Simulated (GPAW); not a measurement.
A run of GPAW 26.7.0 is set up as follows.

Contents of run.py:

```python
from ase.eos import EquationOfState
from ase.io import Trajectory, read
from ase.units import GPa
from gpaw import GPAW, PW, setup_paths

setup_paths.insert(0, '.')

atoms = read('GaP.cif')

traj = Trajectory('eos.traj', 'w')
volumes, energies = [], []
for x in [0.94, 0.96, 0.98, 1.0, 1.02, 1.04, 1.06]:
    a = atoms.copy()
    a.set_cell(atoms.cell * x**(1 / 3), scale_atoms=True)
    calc = GPAW(mode=PW(600),
                xc='PBE',
                kpts={'size': (8, 8, 8), 'gamma': True},
                occupations={'name': 'fermi-dirac', 'width': 0.05},
                nbands=11,
                convergence={'density': 1e-05, 'energy': 1e-05},
                maxiter=150,
                txt=f'eos-{x:.2f}.txt')
    a.calc = calc
    energies.append(a.get_potential_energy(force_consistent=True))
    volumes.append(a.get_volume())
    p = -a.get_stress()[:3].mean() / GPa
    calc.write(f'eos-{x:.2f}.gpw')
    traj.write(a)
    print(f'{x:.2f} {volumes[-1]:10.4f} A^3 {energies[-1]:14.6f} eV {p:9.3f} GPa', flush=True)

v0, e0, B = EquationOfState(volumes, energies, eos='birchmurnaghan').fit()
print(f'V0 = {v0:.4f} A^3, E0 = {e0:.6f} eV, B0 = {B / GPa:.2f} GPa')
```

Contents of GaP.cif:

```cif
data_GaP
_cell_length_a 3.85408551
_cell_length_b 3.85408551
_cell_length_c 3.85408551
_cell_angle_alpha 60.00000000
_cell_angle_beta 60.00000000
_cell_angle_gamma 60.00000000
_space_group_name_H-M_alt 'P1'
_space_group_name_Hall 'P 1'
_space_group_IT_number 1
loop_
_space_group_symop_operation_xyz
'x,y,z'
loop_
_atom_site_label
_atom_site_type_symbol
_atom_site_symmetry_multiplicity
_atom_site_Wyckoff_symbol
_atom_site_fract_x
_atom_site_fract_y
_atom_site_fract_z
_atom_site_occupancy
Ga1 Ga 1 a 0.0000000000 0.0000000000 0.0000000000 1
P1 P 1 a 0.7500000000 0.7500000000 0.7500000000 1
```

Potentials or basis: PAW data sets generated in the run's folder for this functional, pw.

Run with:

```sh
$ gpaw-setup -f PBE Ga P
$ OMP_NUM_THREADS=1 python run.py
```

(1) Predict the equilibrium volume.

(2) Predict the bulk modulus.

Results:

(1) 21.30 Å³/atom.

(2) 79 GPa.

Caveat: the data sets keep Ga 3d, Li 1s and Be 1s frozen, and some such compounds lay over 1.5 % in volume off other programs.

**What was measured.**

“Phosphorous dimerization in GaP at high pressure”, 2017, arxiv:1709.06667 reports, for a bulk crystal of GaP: bulk modulus 87.5 ± 0.6 GPa.

Against the measured bulk modulus of GaP, 87.5 GPa (“Phosphorous dimerization in GaP at high pressure”, 2017, arxiv:1709.06667), the calculated 79 GPa is off by -9.5 %. The fit is for a static lattice scaled at fixed shape and fixed fractional positions.
